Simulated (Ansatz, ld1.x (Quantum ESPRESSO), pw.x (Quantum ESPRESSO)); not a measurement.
# pw.x on diamond As: one setting changed

Potential: ultrasoft, ld1.x (Quantum ESPRESSO) 7.5, PBE; core [Ar] 3d10, reference 4s2 4p3; waves: 4s (bound): rcut 1.52, rcutus 1.92 bohr; 4s channel at 0.4 Ry: rcut 1.52, rcutus 1.92 bohr; 4p (bound): rcut 2.08, rcutus 2.18 bohr; 4p channel at 0.1 Ry: rcut 2.08, rcutus 2.18 bohr; 4d channel at 0.05 Ry: rcut 2.02, rcutus 2.34 bohr; local part: all-electron potential smoothed inside 1.80 bohr (lloc = -1); core correction: Bessel-smoothed model core inside 1.50 bohr; augmentation: PSQ, radius 1.36 bohr.

The reference run (k-mesh 8³, cutoffs 40/320 Ry, Fermi–Dirac 0.01 Ry, mixing_beta 0.4, conv_thr 1e-9, no spin) gives -0.01 GPa at 28.643 Å³/atom, where all-electron LAPW gives 0.02 GPa. This run, with its own iteration cap, changes degauss to 1e-05, a wrong or extreme entry chosen on purpose.

```
&control
  calculation='scf', prefix='x', pseudo_dir='./', outdir='./tmp', tstress=.true., disk_io='none'
/
&system
  ibrav=0, nat=2, ntyp=1, ecutwfc=40, ecutrho=320, nbnd=12,
  occupations='smearing', smearing='fd', degauss=1e-05
/
&electrons
  conv_thr=1e-09, mixing_beta=0.4, electron_maxstep=70
/
ATOMIC_SPECIES
As 1.0 As.UPF
CELL_PARAMETERS angstrom
  0.00000000 3.05965764 3.05965764
  3.05965764 0.00000000 3.05965764
  3.05965764 3.05965764 0.00000000
ATOMIC_POSITIONS crystal
As 0.0000 0.0000 0.0000
As 0.2500 0.2500 0.2500
K_POINTS automatic
8 8 8 0 0 0
```

```bash
pw.x < As.scf.in > As.scf.out
```

Task: How does the run end?

Result: It converges in 7 iterations; the free energy moves by +28.0 meV/atom and the pressure by +0.49 GPa. With next to no smearing the run approaches the zero-width result on this mesh, which converges more slowly with k-points.

```
Message from routine setup:
     using ibrav=0 with symmetry is DISCOURAGED, use correct ibrav instead
     lattice parameter (alat)  =       8.1769  a.u.
     unit-cell volume          =     386.5851 (a.u.)^3
     number of electrons       =        10.00
     number of Kohn-Sham states=           12
     kinetic-energy cutoff     =      40.0000  Ry
     charge density cutoff     =     320.0000  Ry
     scf convergence threshold =      1.0E-09
     Exchange-correlation= PBE
     number of k points=    29  Fermi-Dirac smearing, width (Ry)=  0.0000
     iteration #  1     ecut=    40.00 Ry     beta= 0.40
     total energy              =     -40.86404128 Ry
     estimated scf accuracy    <       0.01177760 Ry
     iteration #  2     ecut=    40.00 Ry     beta= 0.40
     total energy              =     -40.86351832 Ry
     estimated scf accuracy    <       0.00345641 Ry
     iteration #  3     ecut=    40.00 Ry     beta= 0.40
     total energy              =     -40.86364759 Ry
     estimated scf accuracy    <       0.00005256 Ry
     iteration #  4     ecut=    40.00 Ry     beta= 0.40
     total energy              =     -40.86365324 Ry
     estimated scf accuracy    <       0.00000068 Ry
     iteration #  5     ecut=    40.00 Ry     beta= 0.40
     total energy              =     -40.86365339 Ry
     estimated scf accuracy    <       0.00000007 Ry
     iteration #  6     ecut=    40.00 Ry     beta= 0.40
     total energy              =     -40.86365339 Ry
     estimated scf accuracy    <          8.2E-09 Ry
     iteration #  7     ecut=    40.00 Ry     beta= 0.40
     the Fermi energy is     4.5985 ev
!    total energy              =     -40.86365339 Ry
     estimated scf accuracy    <          8.3E-11 Ry
     smearing contrib. (-TS)   =      -0.00000035 Ry
     The total energy is F=E-TS. E is the sum of the following terms:
     one-electron contribution =       2.50515217 Ry
     hartree contribution      =       2.77269781 Ry
     xc contribution           =     -22.84992027 Ry
     ewald contribution        =     -23.29158275 Ry
     convergence has been achieved in   7 iterations
          total   stress  (Ry/bohr**3)                   (kbar)     P=        4.79
     Message from routine punch:
     Nothing written, as per user request (disk_io='none')
```

The run took about 8.9 s on one core of a shared host (Neoverse-V2, 192 threads, 742 GiB, load 40).
